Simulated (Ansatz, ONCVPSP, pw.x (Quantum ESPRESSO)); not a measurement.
# pw.x on fcc Os: one setting changed

Potential: optimised norm-conserving Vanderbilt (ONCV), ONCVPSP 4.0.1, PBE; core [Kr] 4d10 4f14, reference 5s2 5p6 5d6 6s2; waves: 5s+6s: rc 1.75 bohr, ncon 4, nbas 7, qcut 7.7 1/bohr, 2 projectors; 5p: rc 1.50 bohr, ncon 4, nbas 8, qcut 11.4 1/bohr, 2 projectors, debl 0.8 Ha; 5d: rc 2.05 bohr, ncon 4, nbas 9, qcut 8.2 1/bohr, 2 projectors, debl 2.7 Ha; local part: polynomial inside 1.15 bohr (lpopt 5, dvloc0 4 Ha); core correction: Teter function, fcfact 5.25, rcfact 1.4. In the p channel the program set the typed energies aside and used -1.868, 0.250 Ha.

The reference run (k-mesh 15³, cutoffs 105/420 Ry, Fermi–Dirac 0.01 Ry, mixing_beta 0.4, conv_thr 1e-9, no spin) gives -3.77 GPa at 14.323 Å³/atom, where all-electron LAPW gives 0.41 GPa. This run, with its own iteration cap, changes k-mesh points per axis to 4.

```
&control
  calculation='scf', prefix='x', pseudo_dir='./', outdir='./tmp', tstress=.true., disk_io='none'
/
&system
  ibrav=0, nat=1, ntyp=1, ecutwfc=105, ecutrho=420, nbnd=16,
  occupations='smearing', smearing='fd', degauss=0.01
/
&electrons
  conv_thr=1e-09, mixing_beta=0.4, electron_maxstep=60
/
ATOMIC_SPECIES
Os 1.0 Os.UPF
CELL_PARAMETERS angstrom
  0.00000000 1.92753083 1.92753083
  1.92753083 0.00000000 1.92753083
  1.92753083 1.92753083 0.00000000
ATOMIC_POSITIONS crystal
Os 0.0000 0.0000 0.0000
K_POINTS automatic
4 4 4 0 0 0
```

```bash
pw.x < Os.scf.in > Os.scf.out
```

Problem. How does the run end?

Solution. It converges in 7 iterations; the free energy moves by -22.8 meV/atom and the pressure by -0.96 GPa.

```
Message from routine setup:
     using ibrav=0 with symmetry is DISCOURAGED, use correct ibrav instead
     lattice parameter (alat)  =       5.1513  a.u.
     unit-cell volume          =      96.6564 (a.u.)^3
     number of electrons       =        16.00
     number of Kohn-Sham states=           16
     kinetic-energy cutoff     =     105.0000  Ry
     charge density cutoff     =     420.0000  Ry
     scf convergence threshold =      1.0E-09
     Exchange-correlation= PBE
     number of k points=     8  Fermi-Dirac smearing, width (Ry)=  0.0100
     iteration #  1     ecut=   105.00 Ry     beta= 0.40
     total energy              =    -203.74551853 Ry
     estimated scf accuracy    <       0.03253316 Ry
     iteration #  2     ecut=   105.00 Ry     beta= 0.40
     total energy              =    -203.74921750 Ry
     estimated scf accuracy    <       0.00163061 Ry
     iteration #  3     ecut=   105.00 Ry     beta= 0.40
     total energy              =    -203.74946532 Ry
     estimated scf accuracy    <       0.00020308 Ry
     iteration #  4     ecut=   105.00 Ry     beta= 0.40
     total energy              =    -203.74947229 Ry
     estimated scf accuracy    <       0.00000885 Ry
     iteration #  5     ecut=   105.00 Ry     beta= 0.40
     total energy              =    -203.74947462 Ry
     estimated scf accuracy    <       0.00000031 Ry
     iteration #  6     ecut=   105.00 Ry     beta= 0.40
     total energy              =    -203.74947469 Ry
     estimated scf accuracy    <       0.00000005 Ry
     iteration #  7     ecut=   105.00 Ry     beta= 0.40
     the Fermi energy is    25.0643 ev
!    total energy              =    -203.74947470 Ry
     estimated scf accuracy    <          8.7E-10 Ry
     smearing contrib. (-TS)   =      -0.00510167 Ry
     The total energy is F=E-TS. E is the sum of the following terms:
     one-electron contribution =     -23.13790299 Ry
     hartree contribution      =      23.21615463 Ry
     xc contribution           =     -42.70759900 Ry
     ewald contribution        =    -161.11502568 Ry
     convergence has been achieved in   7 iterations
          total   stress  (Ry/bohr**3)                   (kbar)     P=      -47.36
     Message from routine punch:
     Nothing written, as per user request (disk_io='none')
```

The run took about 4 s on one core of a shared host (Intel(R) Xeon(R) 6975P-C, 192 threads, 756 GiB, load 167).
